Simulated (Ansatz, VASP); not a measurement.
## Ti: VASP beside Ansatz

```
Ti
1.0
    -1.61638    1.61638    1.64100
     1.61638   -1.61638    1.64100
     1.61638    1.61638   -1.64100
Ti
1
Direct
  0.00000 0.00000 0.00000
```

Change from the starting cell: strain -0.015 along x and y, +0.000 along z, atoms carried along.

Alike in both runs: task single point; functional PBEsol; k mesh 20 × 20 × 20; occupations gaussian, width 0.15 eV; no spin polarisation.

```csv
,VASP,Ansatz
version,VASP 6.6.1,Ansatz 0.2.0
potentials or method,"VASP PAW PBE potentials, release 64 (Ti_sv)","scalar-relativistic, plane waves, PAW"
plane-wave cutoff (eV),520,420
valence electrons in the cell,12,12
```

VASP gave:

```
gap on the k mesh at the Fermi level (eV)       : none
pressure (GPa)                                  : -4.0
largest component of the traceless stress (GPa) : 0.24
```

Problem. Estimate Ansatz's values.

Solution. gap on the k mesh at the Fermi level (eV): none; pressure (GPa): -3.8; largest component of the traceless stress (GPa): 0.24.

A gap of «none» marks a metal or a gap that the smearing closes.

Caveats: the PAW data sets were made with another functional, which shifts forces and pressure a little (VASP).
